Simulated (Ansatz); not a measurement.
# Zr, Zr36N defect cell: relaxing cell and atoms, single point and relaxing the atoms, part 3 of 3

Aim: for Zr, Zr36N defect cell, 6 runs in a chain (relaxing cell and atoms, single point and relaxing the atoms).

Ansatz 0.2.0; DFT PBE, scalar-relativistic, plane waves, PAW. The steps go on from the part before.

### 6 Relaxing the atoms

It takes the final geometry of step 3: N added.

Contents of input.yaml:

```yaml
crystal:
  lattice:
    - [9.6959996202, 0.0, 0.0]
    - [-4.8479998101, 8.3969819862, 0.0]
    - [0.0, 0.0, 10.340954948]
  atoms:
    - { symbol: Zr, position: [0.1111111111, 0.2222222222, 0.125] }
    - { symbol: Zr, position: [0.1111111111, 0.2222222222, 0.625] }
    - { symbol: Zr, position: [0.1111111111, 0.5555555556, 0.125] }
    - { symbol: Zr, position: [0.1111111111, 0.5555555556, 0.625] }
    - { symbol: Zr, position: [0.1111111111, 0.8888888889, 0.125] }
    - { symbol: Zr, position: [0.1111111111, 0.8888888889, 0.625] }
    - { symbol: Zr, position: [0.4444444444, 0.2222222222, 0.125] }
    - { symbol: Zr, position: [0.4444444444, 0.2222222222, 0.625] }
    - { symbol: Zr, position: [0.4444444444, 0.5555555556, 0.125] }
    - { symbol: Zr, position: [0.4444444444, 0.5555555556, 0.625] }
    - { symbol: Zr, position: [0.4444444444, 0.8888888889, 0.125] }
    - { symbol: Zr, position: [0.4444444444, 0.8888888889, 0.625] }
    - { symbol: Zr, position: [0.7777777778, 0.2222222222, 0.125] }
    - { symbol: Zr, position: [0.7777777778, 0.2222222222, 0.625] }
    - { symbol: Zr, position: [0.7777777778, 0.5555555556, 0.125] }
    - { symbol: Zr, position: [0.7777777778, 0.5555555556, 0.625] }
    - { symbol: Zr, position: [0.7777777778, 0.8888888889, 0.125] }
    - { symbol: Zr, position: [0.7777777778, 0.8888888889, 0.625] }
    - { symbol: Zr, position: [0.2222222222, 0.1111111111, 0.375] }
    - { symbol: Zr, position: [0.2222222222, 0.1111111111, 0.875] }
    - { symbol: Zr, position: [0.2222222222, 0.4444444444, 0.375] }
    - { symbol: Zr, position: [0.2222222222, 0.4444444444, 0.875] }
    - { symbol: Zr, position: [0.2222222222, 0.7777777778, 0.375] }
    - { symbol: Zr, position: [0.2222222222, 0.7777777778, 0.875] }
    - { symbol: Zr, position: [0.5555555556, 0.1111111111, 0.375] }
    - { symbol: Zr, position: [0.5555555556, 0.1111111111, 0.875] }
    - { symbol: Zr, position: [0.5555555556, 0.4444444444, 0.375] }
    - { symbol: Zr, position: [0.5555555556, 0.4444444444, 0.875] }
    - { symbol: Zr, position: [0.5555555556, 0.7777777778, 0.375] }
    - { symbol: Zr, position: [0.5555555556, 0.7777777778, 0.875] }
    - { symbol: Zr, position: [0.8888888889, 0.1111111111, 0.375] }
    - { symbol: Zr, position: [0.8888888889, 0.1111111111, 0.875] }
    - { symbol: Zr, position: [0.8888888889, 0.4444444444, 0.375] }
    - { symbol: Zr, position: [0.8888888889, 0.4444444444, 0.875] }
    - { symbol: Zr, position: [0.8888888889, 0.7777777778, 0.375] }
    - { symbol: Zr, position: [0.8888888889, 0.7777777778, 0.875] }
    - { symbol: "N", position: [0.1666666667, 0.0, 0.25] }
scf:
  occupations: { method: methfessel_paxton, width: 0.1 }
output:
  forces: true
  stress: false
  eigenvalues: true
hamiltonian:
  xc: pbe
kpoints:
  mp_grid: { grid: [4, 4, 4] }
relax:
  f_tol: 0.02
  adjacent_minimum: "off"
  escape_saddle: false
```

Launch:

```console
$ ansatz run input.yaml --threads 8 --pin off --max-ram 24576MiB --backend cpu --events-out ev --progress --plain --runs-dir out
```

Log:

```text
Warning: RAYON_NUM_THREADS=8 ignored (pool sized by the plan → 8); use --threads N
Engine: ansatz 0.2.0, x86_64-unknown-linux-gnu
Pseudopotentials: kind: paw
Pseudopotential: Zr, paw, valence charge 12, recommended cutoff 420 eV (normal), Zr.paw.azcp
Pseudopotential: N, paw, valence charge 5, recommended cutoff 420 eV (normal), N.paw.azcp
Functional definition: PBE
  parameter kappa = 0.804
  parameter beta = 0.06672455060314922
  exchange = pbe_x(kappa = kappa, mu = beta*pi^2/3)
  correlation = pbe_c(beta = beta)
Crystal: 37 atoms, lattice volume = 841.931 Å³
Basis set: ecut = 420 eV, 16463 PW (Γ), exchange–correlation on 144×144×144 points (8 copies of the dense FFT grid, shifted against one another)
Bands: 263, of which v1, the nominal top of the filled ones, is band 219 counted from 1 (218 counted from 0)
Symmetry: 4 space group operations
Space group: C2/m (ITA 12), of the structure as read, at distance tolerance 9.4e-5 Å
k-points: 24 of 64
Non-local potential: Zr, projectors of the file, l = 0: 3, l = 1: 2, l = 2: 2, l = 3: 2
Non-local potential: N, projectors of the file, l = 0: 2, l = 1: 2, l = 2: 1
PAW form: soft (Blöchl's): semilocal exchange-correlation on the pseudo side does not see the compensation charge
PAW one-centre angular grid: Zr, 590 points (default); XC on 64 Gauss nodes
PAW one-centre angular grid: N, 110 points (default); XC on 64 Gauss nodes
Initial density: superposition of atomic densities (neutral atoms: chi_scale 0, normalization atom), corrected by the library's trained network
Initial wavefunctions: pseudopotential atomic-orbital guess
Functional: x = pbe(κ = 0.804, μ = 0.2195149727645171), c = pbe(β = 0.06672455060314922)
SCF iter   1: F=—  HF=-150996.907899 eV  |F-HF|=—  |Δ(HF+E_count)|=         —  Δρ=9.11e-3  dr2=3.97e0  ethr=1.77e-3  ⟨swp⟩=6.7  Hψ=24919  notcnv=0
preconditioner: auto → Kerker (q_TF=auto, 2.446 Å⁻¹)  [metal: Δε(μ)=0.001 eV  Ē_g=2.784 eV  σ=0.100 eV  W_gap=0.01  n_scr=212 (ndim 8)  ℏωp=15.6 eV  f_vac=0.000  D(μ)=41.19/eV (n_scr^D=386)]
SCF iter   2: F=—  HF=-150996.614230 eV  |F-HF|=—  |Δ(HF+E_count)|=   2.94e-1  S|Δr|=    0.00e0  Δρ=3.76e-3  dr2=4.19e-1  ethr=9.08e-4  ⟨swp⟩=2.0  Hψ=8468  notcnv=0  defer=39
SCF iter   3: F=—  HF=-150996.578628 eV  |F-HF|=—  |Δ(HF+E_count)|=   3.56e-2  S|Δr|=    0.00e0  Δρ=1.48e-3  dr2=3.81e-2  ethr=9.60e-5  ⟨swp⟩=2.0  Hψ=7675  notcnv=0  defer=39
SCF iter   4: F=—  HF=-150996.575142 eV  |F-HF|=—  |Δ(HF+E_count)|=   3.49e-3  S|Δr|=    0.00e0  Δρ=5.12e-4  dr2=4.10e-3  ethr=8.71e-6  ⟨swp⟩=2.0  Hψ=7796  notcnv=0  defer=275
SCF iter   5: F=—  HF=-150996.574435 eV  |F-HF|=—  |Δ(HF+E_count)|=   7.07e-4  S|Δr|=    0.00e0  Δρ=1.24e-4  dr2=2.19e-4  ethr=9.38e-7  ⟨swp⟩=2.1  Hψ=10369  notcnv=0  defer=275
SCF iter   6: F=—  HF=-150996.574423 eV  |F-HF|=—  |Δ(HF+E_count)|=   1.21e-5  S|Δr|=    0.00e0  Δρ=5.80e-5  dr2=1.03e-4  ethr=5.02e-8  ⟨swp⟩=2.3  Hψ=7912  notcnv=0  defer=275
SCF iter   7: F=-150996.574412 eV  HF=-150996.574413 eV  |F-HF|=1.22e-6  |Δ(HF+E_count)|=   9.72e-6  S|Δr|=    0.00e0  Δρ=1.32e-5  dr2=2.44e-6  ethr=2.29e-9  ⟨swp⟩=12.1  Hψ=25664  notcnv=0
SCF 1 converged in 7 iterations: F = -150996.574412 eV  dr2 = 2.44e-6
relax step   1: F+E_penalty+E_count = -150996.57441160 eV  Δ(F+E_penalty+E_count) = +0.000e0 eV  max|allowed force component| = 1.505e1 eV/Å  Δτ_max = 0.0000 Å  (7 SCF iters, dr2 threshold 1.00e-5 eV, accepted)
[... from here on, the SCF cycles and remarks between the steps are left out ...]
relax step   2: F+E_penalty+E_count = -151001.10681455 eV  Δ(F+E_penalty+E_count) = -4.532e0 eV  max|allowed force component| = 5.115e0 eV/Å  Δτ_max = 0.1971 Å  (7 SCF iters, dr2 threshold 1.00e-4 eV, accepted)
relax step   3: F+E_penalty+E_count = -151002.90145651 eV  Δ(F+E_penalty+E_count) = -1.795e0 eV  max|allowed force component| = 1.186e0 eV/Å  Δτ_max = 0.1959 Å  (6 SCF iters, dr2 threshold 1.00e-4 eV, accepted)
relax step   4: F+E_penalty+E_count = -151003.58055111 eV  Δ(F+E_penalty+E_count) = -6.791e-1 eV  max|allowed force component| = 3.481e-1 eV/Å  Δτ_max = 0.1934 Å  (6 SCF iters, dr2 threshold 8.80e-5 eV, accepted)
relax step   5: F+E_penalty+E_count = -151003.83689587 eV  Δ(F+E_penalty+E_count) = -2.563e-1 eV  max|allowed force component| = 2.774e-1 eV/Å  Δτ_max = 0.1953 Å  (7 SCF iters, dr2 threshold 7.57e-6 eV, accepted)
relax step   6: F+E_penalty+E_count = -151003.85679328 eV  Δ(F+E_penalty+E_count) = -1.990e-2 eV  max|allowed force component| = 1.875e-1 eV/Å  Δτ_max = 0.0527 Å  (6 SCF iters, dr2 threshold 6.62e-6 eV, accepted)
relax step   7: F+E_penalty+E_count = -151003.87387419 eV  Δ(F+E_penalty+E_count) = -1.708e-2 eV  max|allowed force component| = 1.045e-1 eV/Å  Δτ_max = 0.0418 Å  (6 SCF iters, dr2 threshold 1.61e-5 eV, accepted)
relax step   8: F+E_penalty+E_count = -151003.87693018 eV  Δ(F+E_penalty+E_count) = -3.056e-3 eV  max|allowed force component| = 5.397e-2 eV/Å  Δτ_max = 0.0529 Å  (6 SCF iters, dr2 threshold 3.39e-6 eV, accepted)
relax step   9: F+E_penalty+E_count = -151003.88309268 eV  Δ(F+E_penalty+E_count) = -6.163e-3 eV  max|allowed force component| = 1.440e-2 eV/Å  Δτ_max = 0.0210 Å  (6 SCF iters, dr2 threshold 7.78e-7 eV, accepted)
relax step  10: F+E_penalty+E_count = -151003.88309302 eV  Δ(F+E_penalty+E_count) = -3.392e-7 eV  max|allowed force component| = 1.440e-2 eV/Å  Δτ_max = 0.0000 Å  (2 SCF iters, accepted)
SCF converged after 2 iterations
Stability not checked: this state was not tested for a lower state beside it, because cold or Methfessel-Paxton smearing, or corrected tetrahedra, fill the levels in a way that the test cannot read (fill_not_monotonic; see scf.lower_state_search)
Free energy (F): -151003.883093 eV
Harris-Foulkes:  -151003.883093 eV  (|F-HF|=1.87e-8)
Internal energy: -151003.892662 eV  (E = F + TS)
E sigma→0 (E₀):  -151003.885485 eV
Entropy (-TS):   0.009569 eV (0.259 meV/atom)
Fermi energy:    13.902660 eV
Step filling:    the computed levels leave a gap of 0.0057 eV = 0.1 smearing widths at the electron count; against every level under it full and every level over it empty, smearing changes F+E_penalty+E_count by +5.670 meV and its σ→0 estimate by +3.278 meV
--- Per-component energies (eV) ---
  E_band       = -3460.645808
  E_kinetic    = 12112.544345
  E_local      = -23017.824050  (includes V_loc(G=0)·N_el)
  E_nonlocal   = 2945.662645
  E_hartree    = 7181.202097
  E_xc         = -5875.149794
  E_vxc        = -6943.835779  (∫ρ·V_xc dr)
  E_paw        = -106476.128888  (= ΣΔE_a)
  E_vpaw       = -2919.599980  (= ΣTr[D̂ρ^β])
  E_aug_tail   = 0.000981  (compensation charges beyond the density's cutoff)
  E_ewald      = -37874.199999
  E_smearing   = 0.009569  (= −TS)
  E_closure    = -0.000000  (closes the sum)
  Σ components = -151003.883093   (vs F -151003.883093, Δ=0.00e0)
--- Forces (eV/Å), atoms counted from 1 ---
  atom   1  Zr     0.00383668    -0.00400553     0.00253653
  atom   2  Zr    -0.00095415     0.00144065     0.00216074
  atom   3  Zr     0.00085611     0.00165469    -0.00367377
  atom   4  Zr     0.00475328     0.00392377    -0.00139611
  atom   5  Zr     0.00000000    -0.00119192     0.00351591
  atom   6  Zr     0.00000000     0.00448139     0.00702203
  atom   7  Zr    -0.00383668    -0.00400553     0.00253653
  atom   8  Zr     0.00095415     0.00144065     0.00216074
  atom   9  Zr     0.00000000    -0.00195226    -0.00034984
  atom  10  Zr     0.00000000    -0.00089002    -0.00690721
  atom  11  Zr    -0.00196730     0.00349848    -0.00661946
  atom  12  Zr    -0.00417646     0.00007305     0.00764589
  atom  13  Zr     0.00000000     0.00505109     0.00924053
  atom  14  Zr     0.00000000    -0.00878287    -0.01440186
  atom  15  Zr    -0.00085611     0.00165469    -0.00367377
  atom  16  Zr    -0.00475328     0.00392377    -0.00139611
  atom  17  Zr     0.00196730     0.00349848    -0.00661946
  atom  18  Zr     0.00417646     0.00007305     0.00764589
  atom  19  Zr     0.00000000     0.00119192    -0.00351591
  atom  20  Zr     0.00000000    -0.00448139    -0.00702203
  atom  21  Zr    -0.00085611    -0.00165469     0.00367377
  atom  22  Zr    -0.00475328    -0.00392377     0.00139611
  atom  23  Zr    -0.00383668     0.00400553    -0.00253653
  atom  24  Zr     0.00095415    -0.00144065    -0.00216074
  atom  25  Zr    -0.00196730    -0.00349848     0.00661946
  atom  26  Zr    -0.00417646    -0.00007305    -0.00764589
  atom  27  Zr     0.00085611    -0.00165469     0.00367377
  atom  28  Zr     0.00475328    -0.00392377     0.00139611
  atom  29  Zr     0.00000000    -0.00505109    -0.00924053
  atom  30  Zr     0.00000000     0.00878287     0.01440186
  atom  31  Zr     0.00196730    -0.00349848     0.00661946
  atom  32  Zr     0.00417646    -0.00007305    -0.00764589
  atom  33  Zr     0.00000000     0.00195226     0.00034984
  atom  34  Zr     0.00000000     0.00089002     0.00690721
  atom  35  Zr     0.00383668     0.00400553    -0.00253653
  atom  36  Zr    -0.00095415    -0.00144065    -0.00216074
  atom  37  N      0.00000000     0.00000000     0.00000000
  max |Σ_I F_I| component: 4.77e-18 eV/Å
--- Band table (eV; the first three rows and the last of 24) ---
  k-point 0: bands = ["-34.8524", "-34.8183", "-34.8104", "-34.7857", "-34.7822", "-34.7802", "-34.7666", "-34.7549", "-34.7367", "-34.7265", "-34.7221", "-34.7184", "-34.7041", "-34.7025", "-34.6925", "-34.6874", "-34.6703", "-34.6607", "-34.6493", "-34.6300", "-34.6284", "-34.6261", "-34.6150", "-34.6129", "-34.6072", "-34.5897", "-34.5824", "-34.5762", "-34.5715", "-34.5692", "-34.5527", "-34.5500", "-34.5030", "-34.4991", "-34.4990", "-34.4956", "-13.3843", "-13.3103", "-13.2162", "-13.1989", "-13.1813", "-13.1741", "-13.1612", "-13.1520", "-13.1458", "-13.1430", "-13.1351", "-13.1166", "-13.1151", "-13.1085", "-13.0965", "-13.0944", "-13.0893", "-13.0765", "-13.0744", "-13.0562", "-13.0536", "-13.0442", "-13.0356", "-13.0350", "-13.0241", "-13.0165", "-13.0077", "-13.0031", "-12.9999", "-12.9855", "-12.9715", "-12.9384", "-12.9368", "-12.9255", "-12.9231", "-12.8942", "-12.8897", "-12.8838", "-12.8804", "-12.8758", "-12.8691", "-12.8459", "-12.8438", "-12.8391", "-12.8378", "-12.8167", "-12.8052", "-12.8004", "-12.7905", "-12.7584", "-12.7451", "-12.7250", "-12.6999", "-12.6812", "-12.6759", "-12.6747", "-12.6647", "-12.6517", "-12.6356", "-12.6227", "-12.6163", "-12.6131", "-12.6088", "-12.6066", "-12.6065", "-12.6030", "-12.5811", "-12.5763", "-12.5754", "-12.5481", "-12.5469", "-12.5448", "-12.5424", "-12.5400", "-12.5201", "-12.5112", "-12.5102", "-12.5088", "-12.4931", "-12.4865", "-12.4774", "-12.4677", "-12.4672", "-12.4497", "-12.4439", "-12.4369", "-12.4227", "-12.4220", "-12.4208", "-12.4162", "-12.4080", "-12.4003", "-12.3918", "-12.3913", "-12.3762", "-12.3761", "-12.3681", "-12.3650", "-12.3544", "-12.3531", "-12.3515", "-12.3425", "-12.3335", "-12.3250", "-12.3081", "-12.2709", "-12.2568", "-12.2134", "-0.4648", "8.4864", "8.8682", "9.0765", "9.1131", "10.1499", "10.2488", "10.6765", "10.7586", "10.7770", "10.8296", "10.8320", "10.8971", "11.1426", "11.1954", "11.2377", "11.2674", "11.2707", "11.2810", "11.3369", "11.3828", "11.4094", "11.4360", "11.5370", "11.5568", "11.6115", "11.8180", "11.8417", "11.9633", "11.9673", "12.0225", "12.0426", "12.2070", "12.2321", "12.2381", "12.3040", "12.3752", "12.4469", "12.4486", "12.5274", "12.5785", "12.6002", "12.6043", "12.6225", "12.6615", "12.6865", "12.7627", "12.7655", "12.7993", "12.8269", "12.8484", "12.8680", "12.9475", "12.9833", "13.0638", "13.0868", "13.0908", "13.1014", "13.1285", "13.1585", "13.1622", "13.2350", "13.2585", "13.3146", "13.3269", "13.4191", "13.5571", "13.5680", "13.6012", "13.6868", "13.7866", "13.8376", "13.8562", "13.8852", "13.9557", "13.9748", "14.0388", "14.1195", "14.1662", "14.2863", "14.3110", "14.3558", "14.4484", "14.4506", "14.4950", "14.5129", "14.5163", "14.5426", "14.5472", "14.5785", "14.6311", "14.6716", "14.6831", "14.6979", "14.7021", "14.7456", "14.7495", "14.7996", "14.8774", "14.9049", "14.9153", "14.9701", "15.0043", "15.0046", "15.0105", "15.0738", "15.1011", "15.1390", "15.1442", "15.1700", "15.1791", "15.1882", "15.2536", "15.2978", "15.3219", "15.5023", "15.5162", "15.5568", "15.6190"]
[... 3 lines left out ...]
--- Relaxed structure (10 steps of the walk, 10 accepted, 0 SCFs on fresh bases) ---
  F+E_penalty+E_count = -151003.88309302 eV   max|allowed force component| = 1.440e-2 eV/Å
  atoms:
    - { symbol: Zr, position: [0.09125019450463898, 0.16529755427519008, 0.1493451284775463] }
    - { symbol: Zr, position: [0.09603334388689586, 0.2308792034970574, 0.6378142998157569] }
    - { symbol: Zr, position: [0.1095381138013381, 0.536072045018274, 0.1231762813004074] }
    - { symbol: Zr, position: [0.12268285197414178, 0.5707150722846566, 0.6151073824894867] }
    - { symbol: Zr, position: [0.08933521363342706, 0.8453370939335206, 0.08286481611676416] }
    - { symbol: Zr, position: [0.10882314339489946, 0.8843129534564654, 0.6271136203526622] }
    - { symbol: Zr, position: [0.40738069310388436, 0.16529755427519008, 0.1493451284775463] }
    - { symbol: Zr, position: [0.4681791929434947, 0.2308792034970574, 0.6378142998157569] }
    - { symbol: Zr, position: [0.42728106124036763, 0.521228789147402, 0.12947953928426645] }
    - { symbol: Zr, position: [0.43592068916916077, 0.5385080450049883, 0.6302383650942613] }
    - { symbol: Zr, position: [0.4484241509457249, 0.8678927229115216, 0.12128235263019736] }
    - { symbol: Zr, position: [0.4484740526218019, 0.8966427128415027, 0.6179424705640425] }
    - { symbol: Zr, position: [0.7772608313855072, 0.22118832943768132, 0.12034166382934759] }
    - { symbol: Zr, position: [0.7839290930638119, 0.23452485279429072, 0.6303024638863831] }
    - { symbol: Zr, position: [0.7598672645502691, 0.536072045018274, 0.1231762813004074] }
    - { symbol: Zr, position: [0.781365553643848, 0.5707150722846566, 0.6151073824894867] }
    - { symbol: Zr, position: [0.7528019052991302, 0.8678927229115216, 0.12128235263019736] }
    - { symbol: Zr, position: [0.7815019935530341, 0.8966427128415027, 0.6179424705640425] }
    - { symbol: Zr, position: [0.24399811969990629, 0.1546629060664792, 0.417135183883236] }
    - { symbol: Zr, position: [0.22451018993843397, 0.11568704654353454, 0.8728863796473383] }
    - { symbol: Zr, position: [0.22379521953199527, 0.4639279549817262, 0.3768237186995926] }
    - { symbol: Zr, position: [0.21065048135919168, 0.4292849277153437, 0.8848926175105134] }
    - { symbol: Zr, position: [0.2420831388286944, 0.83470244572481, 0.3506548715224538] }
    - { symbol: Zr, position: [0.23729998944643743, 0.7691207965029425, 0.8621857001842431] }
    - { symbol: Zr, position: [0.5805314280342033, 0.13210727708847825, 0.3787176473698027] }
    - { symbol: Zr, position: [0.5518313397802994, 0.1033572871584975, 0.8820575294359576] }
    - { symbol: Zr, position: [0.573466068783064, 0.4639279549817262, 0.3768237186995926] }
    - { symbol: Zr, position: [0.5519677796894853, 0.4292849277153437, 0.8848926175105134] }
    - { symbol: Zr, position: [0.556072501947826, 0.7788116705623188, 0.37965833617065237] }
    - { symbol: Zr, position: [0.5494042402695212, 0.7654751472057093, 0.8696975361136171] }
    - { symbol: Zr, position: [0.8849091823876085, 0.13210727708847825, 0.3787176473698027] }
    - { symbol: Zr, position: [0.8848592807115319, 0.1033572871584975, 0.8820575294359576] }
    - { symbol: Zr, position: [0.9060522720929656, 0.4787712108525981, 0.3705204607157336] }
    - { symbol: Zr, position: [0.8974126441641725, 0.461491954995012, 0.8697616349057388] }
    - { symbol: Zr, position: [0.9259526402294489, 0.83470244572481, 0.3506548715224538] }
    - { symbol: Zr, position: [0.8651541403898383, 0.7691207965029425, 0.8621857001842431] }
    - { symbol: N, position: [0.16666666666666666, 3.768851997541435e-19, 0.25] }
```

It took 11 min on 8 threads of AMD EPYC 7R43 (Zen 3), shared host; peak memory 10 GiB.

The steps of the relaxation:

| step | E - E(step 1) (eV/cell) | largest force component (eV/Å) |
| --- | --- | --- |
| 1 | 0.0000 | 15.0507 |
| 2 | -4.5324 | 5.1150 |
| 3 | -6.3270 | 1.1863 |
| 4 | -7.0061 | 0.3481 |
| 5 | -7.2625 | 0.2774 |
| 6 | -7.2824 | 0.1875 |
| 7 | -7.2995 | 0.1045 |
| 8 | -7.3025 | 0.0540 |
| 9 | -7.3087 | 0.0144 |
| 10 | -7.3087 | 0.0144 |

Step 1 is the start.

### 7 Relaxing the atoms

It takes the final geometry of step 3: N added.

input.yaml: that of step 6 with these lines changed.

```diff
@@ -42,3 +42,3 @@
     - { symbol: Zr, position: [0.8888888889, 0.7777777778, 0.875] }
-    - { symbol: "N", position: [0.1666666667, 0.0, 0.25] }
+    - { symbol: "N", position: [0.1111111111, 0.2222222222, 0.3125] }
 scf:
```

Launch:

```console
$ ansatz run input.yaml --threads 8 --pin off --max-ram 24576MiB --backend cpu --events-out ev --progress --plain --runs-dir out
```

Log (excerpt; [...] marks lines left out):

```text
Warning: RAYON_NUM_THREADS=8 ignored (pool sized by the plan → 8); use --threads N
[...]
[... 4 set-up lines as earlier in the session ...]
[...]
Crystal: 37 atoms, lattice volume = 841.931 Å³
[...]
    - { symbol: Zr, position: [0.8975504014426718, 0.1154418673880025, 0.8733063730139107] }
    - { symbol: Zr, position: [0.8914671347080521, 0.4418661986252811, 0.37329397752348986] }
    - { symbol: Zr, position: [0.8858182026379422, 0.44751513069539095, 0.873297630017881] }
    - { symbol: Zr, position: [0.8914671347080522, 0.7829342694161043, 0.37329397752348986] }
    - { symbol: Zr, position: [0.8858182026379423, 0.7716364052758846, 0.873297630017881] }
    - { symbol: N, position: [0.1111111111111111, 0.2222222222222222, 0.37339768767435927] }
```

It took 8.5 min on 8 threads of AMD EPYC 7R43 (Zen 3), shared host; peak memory 8.2 GiB.

The steps of the relaxation:

| step | energy from step 1 (eV/cell) | largest force component (eV/Å) |
| --- | --- | --- |
| 1 | 0.0000 | 2.3389 |
| 2 | -0.6266 | 1.2283 |
| 3 | -0.7342 | 0.8323 |
| 4 | -0.8017 | 0.3567 |
| 5 | -0.8513 | 0.2733 |
| 6 | -0.8735 | 0.1947 |
| 7 | -0.8899 | 0.1691 |
| 8 | -0.8958 | 0.0340 |
| 9 | -0.8960 | 0.0028 |

Step 1 is the start.

### 8 Summary of results

The summary covers parts 1 to 3.

| step | system | set | k mesh | energy above the lowest (eV) | gap on the mesh (eV) | time |
| --- | --- | --- | --- | --- | --- | --- |
| 2 | Zr | A | 16×16×10 | n/a | 0.00 | 5.4 s |
| 3 | Zr | B | 4×4×4 | n/a | 0.00 | 30 s |
| 4 | Zr36N defect cell | C | 4×4×4 | 0.000 | 0.00 | 2.3 min |
| 5 | Zr36N defect cell | C | 4×4×4 | 3.563 | 0.00 | 3.6 min |
| 6 | Zr36N defect cell | C | 4×4×4 | 1.863 | 0.00 | 11 min |
| 7 | Zr36N defect cell | C | 4×4×4 | 1.377 | 0.00 | 8.5 min |

Energies compare only among runs of one formula, size, charge, level and basis; each such set counts from its lowest member. The letters name the sets, whose settings differ as the inputs show.

| quantity | value |
| --- | --- |
| relaxed cell, step 2 | a = 3.232 Å, b = 3.232 Å, c = 5.170 Å, α = 90.00°, β = 90.00°, γ = 120.00° |

**Reading.** Against the measured lattice constant a of Zr, 3.232 Å (298.15 K; a printed reference work, data compilation), the calculated 3.232 Å is off by 0.0 %. That is within the rounding of the quoted value. Measured lattice constant c of Zr: 5.147 Å (298.15 K; a printed reference work, data compilation). This calculation gives 5.170 Å (+0.5 %). That is the cell relaxed with PBE, without thermal expansion or zero-point motion. Spin polarisation is off in the runs that give these values; a magnetic solution could lie lower.
